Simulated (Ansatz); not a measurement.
Below is the output of a Python script on Ansatz's Python interface that makes a convergence test of the k-point mesh of Rb, space group I4/mmm. Write a script that gives it. Use (first run): PBE, PAW, the default cutoff (420 eV here), 2×2×2 k-points, cold smearing of 0.05 eV. The script varies mesh: (2, 2, 2), (3, 3, 3), (4, 4, 4), (5, 5, 5), (6, 6, 6), (7, 7, 7).

The script reads `rb.extxyz`:
```text
1
Lattice="-2.95451186 2.95451186 2.7308452 2.95451186 -2.95451186 2.7308452 2.95451186 2.95451186 -2.7308452" Properties=species:S:1:pos:R:3 pbc="T T T"
Rb    0.00000000    0.00000000    0.00000000
```

```console
$ python kconv.py
DeckWarning: basis.ecutwfc = 420 eV, auto-derived from the records' recommended cutoffs: set by Rb (normal level)
     mesh  F/atom (eV)  iterations  P (GPa)  k-points
(2, 2, 2)  -3266.97820           6 -0.16813         4
(3, 3, 3)  -3267.42935           4 -0.20309         6
(4, 4, 4)  -3267.29190           5 -0.04904        13
(5, 5, 5)  -3267.35266           5 -0.12961        18
(6, 6, 6)  -3267.33279           5 -0.09746        30
(7, 7, 7)  -3267.35103           5 -0.12530        40
(2, 2, 2): +372.83 meV/atom
(3, 3, 3): -78.31 meV/atom
(4, 4, 4): +59.13 meV/atom
(5, 5, 5): -1.63 meV/atom  (within 2 meV)
(6, 6, 6): +18.24 meV/atom
```
(Warnings from the package without file and line.)

One script that gives this output:

Script `kconv.py`:
```python
"""k-point test for Rb."""

import ansatz as az
import pandas as pd

cell = az.Crystal.from_extxyz("rb.extxyz")

setup = (
    cell.calculation()
    .occupations("cold", width=0.05)
    .functional(az.Functional.PBE)
    .stress()
)

rows = []
for value in [(2, 2, 2), (3, 3, 3), (4, 4, 4), (5, 5, 5), (6, 6, 6), (7, 7, 7)]:
    summary = setup.kpoints(mesh=value).run(threads=1, pin="off").report
    rows.append((value, summary["free_energy_ev"] / len(summary["lattice"]["sites"]), summary["n_iterations"], sum(summary["stress_gpa"][i][i] for i in range(3)) / 3, summary["n_kpoints"]))

table = pd.DataFrame(rows, columns=["mesh", "F/atom (eV)", "iterations", "P (GPa)", "k-points"])
print(table.round(5).to_string(index=False))

# differences from the last row
for row in rows[:-1]:
    shift = 1000 * (row[1] - rows[-1][1])
    print(f"{row[0]}: {shift:+.2f} meV/atom" + ("  (within 2 meV)" if abs(shift) < 2 else ""))
```

What to keep in mind:
- Pressure is positive in compression.
- A row within the bound is followed by one outside it, so the series isn't shown to be converged.
- This isn't the structure that Rb takes at ambient conditions.
- Shifts are counted from the finest mesh, which is itself no proven limit.

(Lines on the test bed's own set-up are left out of the output.)
